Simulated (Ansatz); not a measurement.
## Be under changes of volume

One of the cells (8.007 Å³/atom); the others are scaled copies at fixed shape and fractional positions:

```
CELL_PARAMETERS angstrom
3.74681 0.00000 0.00000
0.00000 3.74681 0.00000
0.00000 0.00000 2.28128
ATOMIC_POSITIONS crystal
Be 0.79741 0.20259 0.50000
Be 0.20259 0.79741 0.50000
Be 0.70259 0.70259 0.00000
Be 0.29741 0.29741 0.00000
```

This isn't the form of Be at room conditions, which is hcp.

```yaml
Program: Ansatz 0.2.0
Functional: PBE
Potentials_or_basis: Ansatz PAW
Cutoff: "420 eV (not typed: the program's choice for these potentials)"
k_mesh: 7 × 7 × 12
Occupations: fermi-dirac, width 0.05 eV
Spin: no spin polarisation
```

```csv
volume (Å³/atom),energy over the lowest point (meV/atom),pressure (GPa),largest force (eV/Å)
7.526,?,?,?
7.686,5.12,5.3,0.016
7.846,1.25,2.5,0.005
8.007,0.00,0.0,0.006
8.167,1.13,-2.3,0.017
8.327,4.47,-4.4,0.027
8.487,9.81,-6.3,0.036
```

Q: What does the run at 7.526 Å³/atom give?

A: Energy over the lowest point 11.84 meV/atom; pressure 8.2 GPa; largest force 0.029 eV/Å.

Worked out: A Birch-Murnaghan fit of order 3 (a polynomial in V^(-2/3)) to the other rows has its minimum at 8.01 Å³/atom with B0 = V·E''(V) = 120 GPa and B' = 3.3 at fixed shape and positions, which overstates the stiffness. It gives 11.82 meV/atom at 7.526 Å³/atom, against the run's 11.84, and -dE/dV = 8.2 GPa, against 8.2.

Energies are extrapolated to zero smearing.
